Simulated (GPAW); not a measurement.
# AlN (Fm-3m) in GPAW: convergence with k mesh

Aim: find how far k mesh must go before the results for AlN settle, at LDA. This setting moves, with any that are tied to it; all else stays.

Everything below comes from runs of GPAW 26.7.0. Logs are shortened: lines on timing, memory, paths and dates and some standing lists are left out, and cuts for length are marked. The log counts tension as positive stress, the text compression.

**1. Starting point**

The structure is cubic, space group Fm-3m (No. 225). Conventional cell: a = 4.069 Å, b = 4.069 Å, c = 4.069 Å, α = 90.00°, β = 90.00°, γ = 90.00°. Al (site symmetry m-3m) has 6 N at 2.03 Å as nearest neighbours. Around N (site symmetry m-3m) lie 6 Al at 2.03 Å.

Measurements of this composition are mostly on another form, of space group No. 186.

**2. With k mesh 3 × 3 × 3**

File run.py:

```python
from ase import Atoms
from ase.dft.bandgap import bandgap
from ase.io import write
from ase.units import GPa
from gpaw import GPAW, PW

atoms = Atoms(['Al', 'N'],
              cell=[[0.0, 2.034518, 2.034518],
                    [2.034518, 0.0, 2.034518],
                    [2.034518, 2.034518, 0.0]],
              scaled_positions=[[0.5, 0.5, 0.5],
                                [0.0, 0.0, 0.0]],
              pbc=True)

calc = GPAW(mode=PW(800),
            xc='LDA',
            kpts={'size': (3, 3, 3), 'gamma': True},
            occupations={'name': 'fermi-dirac', 'width': 0.05},
            nbands=11,
            convergence={'density': 1e-05, 'energy': 1e-05},
            maxiter=100,
            txt='gpaw.txt')
atoms.calc = calc
energy = atoms.get_potential_energy()
forces = atoms.get_forces()
stress = atoms.get_stress()
calc.write('gs.gpw')
write('result.traj', atoms)
print(f'Energy: {energy:.6f} eV')
print('Forces (eV/A):')
print(forces.round(4))
print('Stress (GPa):', (stress / GPa).round(3))
print('Fermi level:', round(calc.get_fermi_level(), 4), 'eV')
print(f'Gap: {bandgap(calc)[0]:.4f} eV, direct: {bandgap(calc, direct=True)[0]:.4f} eV')
```

Potentials or basis: the program's PAW data sets (release 1.2.1) made for this functional, pw.

Started as:

```
$ OMP_NUM_THREADS=1 python run.py
```

It took 1.9 s on 1 thread of Arm Neoverse V2, shared host; peak memory 0.13 GiB.

What came out:

```
Free energy            : -15.8219 eV
Pressure               : -9.1 GPa
Band gap on the k mesh : 5.41 eV, direct
```

**3. With k mesh 4 × 4 × 4**

Edit run.py of step 2 so:

```diff
@@ -16,3 +16,3 @@
             xc='LDA',
-            kpts={'size': (3, 3, 3), 'gamma': True},
+            kpts={'size': (4, 4, 4), 'gamma': True},
             occupations={'name': 'fermi-dirac', 'width': 0.05},
```

Potentials or basis: the program's PAW data sets (release 1.2.1) made for this functional, pw.

Started as:

```
$ OMP_NUM_THREADS=1 python run.py
```

Run time: 2.4 s. Hardware: 1 thread of Arm Neoverse V2, shared host; peak memory 0.13 GiB.

What came out:

| Item | Value |
| --- | --- |
| Free energy | -16.1323 eV |
| Pressure | -10.0 GPa |
| Band gap on the k mesh | 4.21 eV, indirect (least direct gap 5.46 eV) |

**4. With k mesh 5 × 5 × 5**

Edit run.py of step 3 so:

```diff
@@ -16,3 +16,3 @@
             xc='LDA',
-            kpts={'size': (4, 4, 4), 'gamma': True},
+            kpts={'size': (5, 5, 5), 'gamma': True},
             occupations={'name': 'fermi-dirac', 'width': 0.05},
```

Started as:

```
$ OMP_NUM_THREADS=1 python run.py
```

It took 2.6 s on 1 thread of Arm Neoverse V2, shared host; peak memory 0.13 GiB.

Results:

| Property | Result |
| --- | --- |
| Free energy | -16.1961 eV |
| Pressure | -10.1 GPa |
| Band gap on the k mesh | 4.86 eV, indirect (least direct gap 5.48 eV) |

**5. With k mesh 6 × 6 × 6**

Edit run.py of step 4 so:

```diff
@@ -16,3 +16,3 @@
             xc='LDA',
-            kpts={'size': (5, 5, 5), 'gamma': True},
+            kpts={'size': (6, 6, 6), 'gamma': True},
             occupations={'name': 'fermi-dirac', 'width': 0.05},
```

Started as:

```
$ OMP_NUM_THREADS=1 python run.py
```

It took 3.3 s on 1 thread of Arm Neoverse V2, shared host; peak memory 0.13 GiB.

It converged, with:

- Free energy: -16.2107 eV
- Pressure: -10.1 GPa
- Band gap on the k mesh: 4.26 eV, indirect (least direct gap 5.48 eV)

**6. With k mesh 7 × 7 × 7**

Edit run.py of step 5 so:

```diff
@@ -16,3 +16,3 @@
             xc='LDA',
-            kpts={'size': (6, 6, 6), 'gamma': True},
+            kpts={'size': (7, 7, 7), 'gamma': True},
             occupations={'name': 'fermi-dirac', 'width': 0.05},
```

Potentials or basis: the program's PAW data sets (release 1.2.1) made for this functional, pw.

Started as:

```
$ OMP_NUM_THREADS=1 python run.py
```

Run time: 3.7 s. Hardware: 1 thread of Arm Neoverse V2, shared host; peak memory 0.13 GiB.

It converged, with:

```yaml
Free_energy: -16.2149 eV
Pressure: -10.1 GPa
Band_gap_on_the_k_mesh: 4.58 eV, indirect (least direct gap 5.48 eV)
```

**7. With k mesh 9 × 9 × 9**

Edit run.py of step 6 so:

```diff
@@ -16,3 +16,3 @@
             xc='LDA',
-            kpts={'size': (7, 7, 7), 'gamma': True},
+            kpts={'size': (9, 9, 9), 'gamma': True},
             occupations={'name': 'fermi-dirac', 'width': 0.05},
```

Started as:

```
$ OMP_NUM_THREADS=1 python run.py
```

Wall time 5.5 s (1 thread of Arm Neoverse V2, shared host); peak memory 0.14 GiB.

Results (log left out):

```yaml
Free_energy: -16.2161 eV
Pressure: -10.1 GPa
Band_gap_on_the_k_mesh: 4.46 eV, indirect (least direct gap 5.48 eV)
```

**8. With k mesh 10 × 10 × 10**

Edit run.py of step 7 so:

```diff
@@ -16,3 +16,3 @@
             xc='LDA',
-            kpts={'size': (9, 9, 9), 'gamma': True},
+            kpts={'size': (10, 10, 10), 'gamma': True},
             occupations={'name': 'fermi-dirac', 'width': 0.05},
```

Started as:

```
$ OMP_NUM_THREADS=1 python run.py
```

It took 6.8 s on 1 thread of Arm Neoverse V2, shared host; peak memory 0.14 GiB.

Results (log left out):

```
Free energy            : -16.2162 eV
Pressure               : -10.1 GPa
Band gap on the k mesh : 4.26 eV, indirect (least direct gap 5.48 eV)
```

**9. With k mesh 12 × 12 × 12**

Edit run.py of step 8 so:

```diff
@@ -16,3 +16,3 @@
             xc='LDA',
-            kpts={'size': (10, 10, 10), 'gamma': True},
+            kpts={'size': (12, 12, 12), 'gamma': True},
             occupations={'name': 'fermi-dirac', 'width': 0.05},
```

Potentials or basis: the program's PAW data sets (release 1.2.1) made for this functional, pw.

Started as:

```
$ OMP_NUM_THREADS=1 python run.py
```

Run time: 9.5 s. Hardware: 1 thread of Arm Neoverse V2, shared host; peak memory 0.15 GiB.

Results (log left out):

```yaml
Free_energy: -16.2162 eV
Pressure: -10.1 GPa
Band_gap_on_the_k_mesh: 4.26 eV, indirect (least direct gap 5.48 eV)
```

**10. With k mesh 15 × 15 × 15**

Edit run.py of step 9 so:

```diff
@@ -16,3 +16,3 @@
             xc='LDA',
-            kpts={'size': (12, 12, 12), 'gamma': True},
+            kpts={'size': (15, 15, 15), 'gamma': True},
             occupations={'name': 'fermi-dirac', 'width': 0.05},
```

Potentials or basis: the program's PAW data sets (release 1.2.1) made for this functional, pw.

Started as:

```
$ OMP_NUM_THREADS=1 python run.py
```

gpaw.txt:

```text
__  _  _
 | _ |_)|_||  |
 |__||  | ||/\| - 26.7.0

Input parameters:
  mode=PW(ecut=800.0),
  convergence={'density': 1e-05, 'energy': 1e-05},
  kpts=MonkhorstPack(size=(15, 15, 15), gamma=True),
  maxiter=100,
  nbands=11,
  occupations=Occupations(name='fermi-dirac', width=0.05),
  xc=XC(name='LDA')

Diagonalizing LCAO Hamiltonian
Converting LCAO to pw mode

              Al

       N

Atoms  # Å, Bohr magnetons
|   | symbol |        x |        y |        z |    initial magnetic moments |
|---|--------|----------|----------|----------|-----------------------------|
| 0 |     Al | 2.034518 | 2.034518 | 2.034518 | ( 0.0000,  0.0000,  0.0000) |
| 1 |      N | 0.000000 | 0.000000 | 0.000000 | ( 0.0000,  0.0000,  0.0000) |

Unit cell  # Å
| periodic |        x |        y |        z |  lengths |    angles |
|----------|----------|----------|----------|----------|-----------|
|      yes | 0.000000 | 2.034518 | 2.034518 | 2.877243 | 60.000000 |
|      yes | 2.034518 | 0.000000 | 2.034518 | 2.877243 | 60.000000 |
|      yes | 2.034518 | 2.034518 | 0.000000 | 2.877243 | 60.000000 |

Number of symmetries: 48
Symmetry operations  # r_c * U_cc + t_c -> r_c
|    | kind |            matrix            |
|----|------|------------------------------|
|  0 |  σ   |  1, 0, 0,  1, 0,-1,  1,-1, 0 |
|  1 |  C2  |  1, 0, 0,  1,-1, 0,  1, 0,-1 |
|  2 |  E   |  1, 0, 0,  0, 1, 0,  0, 0, 1 |
|  3 |  σ   |  1, 0, 0,  0, 0, 1,  0, 1, 0 |
|  4 |  C4  |  1, 0,-1,  1, 0, 0,  1,-1, 0 |
|  5 |  S6  |  1, 0,-1,  1,-1, 0,  1, 0, 0 |
|  6 |  σ   |  1, 0,-1,  0, 1,-1,  0, 0,-1 |
|  7 |  C3  |  1, 0,-1,  0, 0,-1,  0, 1,-1 |
|  8 |  S6  |  1,-1, 0,  1, 0, 0,  1, 0,-1 |
|  9 |  C4  |  1,-1, 0,  1, 0,-1,  1, 0, 0 |
| 10 |  C3  |  1,-1, 0,  0,-1, 1,  0,-1, 0 |
| 11 |  σ   |  1,-1, 0,  0,-1, 0,  0,-1, 1 |
| 12 |  σ   |  0, 1, 0,  1, 0, 0,  0, 0, 1 |
| 13 |  C4  |  0, 1, 0,  0, 1,-1, -1, 1, 0 |
| 14 |  C3  |  0, 1, 0,  0, 0, 1,  1, 0, 0 |
| 15 |  S6  |  0, 1, 0, -1, 1, 0,  0, 1,-1 |
| 16 |  C2  |  0, 1,-1,  1, 0,-1,  0, 0,-1 |
| 17 |  σ   |  0, 1,-1,  0, 1, 0, -1, 1, 0 |
| 18 |  S4  |  0, 1,-1,  0, 0,-1,  1, 0,-1 |
| 19 |  C4  |  0, 1,-1, -1, 1, 0,  0, 1, 0 |
| 20 |  C3  |  0, 0, 1,  1, 0, 0,  0, 1, 0 |
| 21 |  σ   |  0, 0, 1,  0, 1, 0,  1, 0, 0 |
| 22 |  S6  |  0, 0, 1,  0,-1, 1, -1, 0, 1 |
| 23 |  C4  |  0, 0, 1, -1, 0, 1,  0,-1, 1 |
| 24 |  S4  |  0, 0,-1,  1, 0,-1,  0, 1,-1 |
| 25 |  C3  |  0, 0,-1,  0, 1,-1,  1, 0,-1 |
| 26 |  C2  |  0, 0,-1,  0,-1, 0, -1, 0, 0 |
| 27 |  S6  |  0, 0,-1, -1, 0, 0,  0,-1, 0 |
| 28 |  S4  |  0,-1, 1,  1,-1, 0,  0,-1, 0 |
| 29 |  C4  |  0,-1, 1,  0, 0, 1, -1, 0, 1 |
| 30 |  C2  |  0,-1, 1,  0,-1, 0,  1,-1, 0 |
| 31 |  σ   |  0,-1, 1, -1, 0, 1,  0, 0, 1 |
| 32 |  C3  |  0,-1, 0,  1,-1, 0,  0,-1, 1 |
| 33 |  S6  |  0,-1, 0,  0, 0,-1, -1, 0, 0 |
| 34 |  S4  |  0,-1, 0,  0,-1, 1,  1,-1, 0 |
| 35 |  C2  |  0,-1, 0, -1, 0, 0,  0, 0,-1 |
| 36 |  C2  | -1, 1, 0,  0, 1, 0,  0, 1,-1 |
| 37 |  S6  | -1, 1, 0,  0, 1,-1,  0, 1, 0 |
| 38 |  S4  | -1, 1, 0, -1, 0, 1, -1, 0, 0 |
| 39 |  C3  | -1, 1, 0, -1, 0, 0, -1, 0, 1 |
| 40 |  S6  | -1, 0, 1,  0, 0, 1,  0,-1, 1 |
| 41 |  C2  | -1, 0, 1,  0,-1, 1,  0, 0, 1 |
| 42 |  C3  | -1, 0, 1, -1, 1, 0, -1, 0, 0 |
| 43 |  S4  | -1, 0, 1, -1, 0, 0, -1, 1, 0 |
| 44 |  C2  | -1, 0, 0,  0, 0,-1,  0,-1, 0 |
| 45 |  i   | -1, 0, 0,  0,-1, 0,  0, 0,-1 |
| 46 |  σ   | -1, 0, 0, -1, 1, 0, -1, 0, 1 |
| 47 |  C2  | -1, 0, 0, -1, 0, 1, -1, 1, 0 |

BZ-sampling:
  Number of BZ points: 3375
  Number of IBZ points: 120

  Monkhorst-Pack size: [15, 15, 15]
  Monkhorst-Pack shift: [0, 0, 0]

K-points  # in reciprocal-cell coordinates
|     |                                coordinates |     weight |
|-----|--------------------------------------------|------------|
|   0 | (  0.00000000,   0.00000000,   0.00000000) | 0.00029630 |
|   1 | (  0.06666667,   0.06666667,   0.00000000) | 0.00177778 |
|   2 | (  0.06666667,   0.06666667,   0.06666667) | 0.00237037 |
|   3 | (  0.13333333,   0.06666667,   0.06666667) | 0.00355556 |
|   4 | (  0.13333333,   0.13333333,   0.00000000) | 0.00177778 |
|   5 | (  0.13333333,   0.13333333,   0.06666667) | 0.00711111 |
|   6 | (  0.13333333,   0.13333333,   0.13333333) | 0.00237037 |
|   7 | (  0.20000000,   0.13333333,   0.06666667) | 0.00711111 |
|   8 | (  0.20000000,   0.13333333,   0.13333333) | 0.00711111 |
|   9 | (  0.20000000,   0.20000000,   0.00000000) | 0.00177778 |
| ... |                                            |            |
| 119 | (  0.46666667,   0.46666667,   0.46666667) | 0.00237037 |

Plane wave coefficients: 893
Cutoff: 800.0 eV

Spin-components: 1 (collinear spins)
Bands:           11
Projectors:      10
Spin-degeneracy: 2
Datatype:        complex128

Parallelization:
  kpt:    1
  domain: 1
  band:   1

Density:
  Valence electrons: 8.0
  Components: 1
  Grid points: [20 20 20]
  Charge: 0.0  # |e|

Potential:
  Grid points: [20 20 20]

species:
  Al:
    name:    Aluminium
    Z:       13.0
    valence: 3
    core:    10
    charge:  0.0  # [|e|]
    compensation charges:
      type: gauss
      rc: 0.34  # [Å]
      lmax: 2
    cutoffs:
      filter: 1.91  # [Å]
      core: 2.36  # [Å]
    projectors
    | kind |    occ | energy [eV] | rcut [Å] |
    |------|--------|-------------|----------|
    |   3s |  2.000 |      -7.830 |    1.085 |
    |   3p |  1.000 |      -2.783 |    1.085 |
    |    s |        |      19.382 |    1.085 |
    |    p |        |      24.428 |    1.085 |
    |    d |        |       0.000 |    1.085 |

    Using partial waves for Al as LCAO basis

  N:
    name:    Nitrogen
    Z:       7.0
    valence: 5
    core:    2
    charge:  0.0  # [|e|]
    compensation charges:
      type: gauss
      rc: 0.18  # [Å]
      lmax: 2
    cutoffs:
      filter: 1.11  # [Å]
      core: 0.96  # [Å]
    projectors
    | kind |    occ | energy [eV] | rcut [Å] |
    |------|--------|-------------|----------|
    |   2s |  2.000 |     -18.420 |    0.603 |
    |   2p |  3.000 |      -7.237 |    0.529 |
    |    s |        |       8.791 |    0.603 |
    |    p |        |      19.974 |    0.529 |
    |    d |        |       0.000 |    0.577 |

    Using partial waves for N as LCAO basis

Reference energy: -8049.295751  # eV

eigensolver:
  PPCG
  Converge bands: occupied
  niter=2

density mixing:
  MSR1-Mixer
  Pratt-step length: 0.05
  Maximum mixing coefficient: 0.75
  Old densities: 10
  SVD Regularization: 0.005
  Good broyden scale: 1.0
  Trust region scale: 1.0
  Backstep threshold: 4.0
  History deletion threshold: 6.0
  Fourier metric: weight=20.0, sigma=0.015

occupation numbers:
  Fermi-Dirac:
    width: 0.0500  # eV

poisson solver:
  ecut: 6400.0  # eV

xc functional:
  name: None

convergence criteria:
- Maximum integral of absolute [dens]ity change: 1e-05 electrons / valence electron
- Maximum [total energy] change in last 3 cyles: 1e-05 eV / valence electron
- Maximum integral of absolute [eigenst]ate change: 4e-08 eV^2 / valence electron
maximum number of iterations: 100

SCF iterations
|iter     | |      energy | eigst |  dens |
|---------|-|-------------|-------|-------|
|iter:   1| |  -17.714978 | -0.07 |       |
|iter:   2| |  -17.344338 | -2.38 | -0.63 |
|iter:   3| |  -16.215450 | -1.14 | -0.68 |
|iter:   4| |  -16.215268 | -3.58 | -1.33 |
|iter:   5| |  -16.216272 | -4.11 | -1.65 |
|iter:   6| |  -16.216285 | -6.33 | -2.96 |
|iter:   7| |  -16.216288c| -6.75 | -3.36 |
|iter:   8| |  -16.216288c| -8.20c| -5.03c|

Converged in 8 steps
Energy contributions relative to reference atoms: (reference = -8049.295751)

Energy contributions:
  Kinetic:          12.667377
  Coulomb:          -9.477038
  Zero:              0.077734
  External:          0.000000
  Xc:              -19.484362
  Entropy:          -0.000000
  Spinorbit:         0.000000
  ----------------------------
  Free energy:     -16.216288
  Extrapolated:    -16.216288

dipole moment: (-10.067826, -10.067826, -10.067826)  # |e|*Ang

Fermi level: 10.481
Eigenvalues  # (at kpt = [0.000, 0.000, 0.000])
| band index |      eig [eV] | occ [0-2] |
|------------|---------------|-----------|
|          0 |        -7.801 |     2.000 |
|          1 |         9.458 |     2.000 |
|          2 |         9.458 |     2.000 |
|          3 |         9.458 |     2.000 |
|          4 |        14.940 |     0.000 |
|          5 |        21.421 |     0.000 |
|          6 |        21.421 |     0.000 |
|          7 |        21.421 |     0.000 |
|          8 |        26.745 |     0.000 |
|          9 |        26.984 |     0.000 |
|         10 |        27.121 |     0.000 |

Gap: 4.334 eV
Transition (v -> c):
  (s=0, k=0, n=3, [0.00, 0.00, 0.00]) -> (s=0, k=112, n=4, [0.47, 0.47, 0.00])
Direct/indirect transitions are different
Direct gap: 5.482 eV
Transition at: (s=0, k=0, n=3, [0.00, 0.00, 0.00])

Forces  # eV/Ang
|       x |        y |        z |
|---------|----------|----------|
| 0.00000 | -0.00000 | -0.00000 |  # Al   0
| 0.00000 | -0.00000 | -0.00000 |  # N    1

Stress tensor  # eV/Ang^3
|         x |         y |         z |
|-----------|-----------|-----------|
|  0.062908 | -0.000000 |  0.000000 |
| -0.000000 |  0.062908 | -0.000000 |
|  0.000000 | -0.000000 |  0.062908 |

# Writing to gs.gpw (mode='')
```

stdout:

```text
Energy: -16.216288 eV
Forces (eV/A):
[[ 0. -0. -0.]
 [ 0. -0. -0.]]
Stress (GPa): [10.079 10.079 10.079 -0.     0.    -0.   ]
Fermi level: 10.4807 eV
Gap: 4.3342 eV, direct: 5.4823 eV
```

Run time: 15 s. Hardware: 1 thread of Arm Neoverse V2, shared host; peak memory 0.16 GiB.

What came out:

| Property | Result |
| --- | --- |
| Free energy | -16.2163 eV |
| Pressure | -10.1 GPa |
| Band gap on the k mesh | 4.33 eV, indirect (least direct gap 5.48 eV) |

**11. The series at a glance**

```tsv
k mesh	energy less the tightest run, at zero smearing (meV/atom)	pressure (GPa)	gap on the mesh (eV)	SCF cycles	CPU time (s)	peak memory (GiB)
3 × 3 × 3	197.22	-9.09	5.409	8	1.9	0.13
4 × 4 × 4	41.97	-10.03	4.210	8	2.4	0.13
5 × 5 × 5	10.08	-10.10	4.864	8	2.6	0.13
6 × 6 × 6	2.79	-10.11	4.259	8	3.3	0.13
7 × 7 × 7	0.71	-10.08	4.580	8	3.7	0.13
9 × 9 × 9	0.07	-10.08	4.457	8	5.5	0.14
10 × 10 × 10	0.04	-10.08	4.264	8	6.8	0.14
12 × 12 × 12	0.02	-10.08	4.265	8	9.5	0.15
15 × 15 × 15	0.00	-10.08	4.334	8	15	0.16
```

Against the tightest run, the energy stays within 1 meV/atom from 7 × 7 × 7 on; the pressure stays within 0.1 GPa from 4 × 4 × 4 on. Not settled before the last step: the gap on the mesh (to 0.01 eV). Meshes of other sizes hit other points, so gaps and Fermi surfaces needn't settle smoothly. The tightest run that finished is the yardstick and may itself not be fully converged.

Caveats: an odd mesh through Γ misses points on the zone boundary, where band edges often lie.
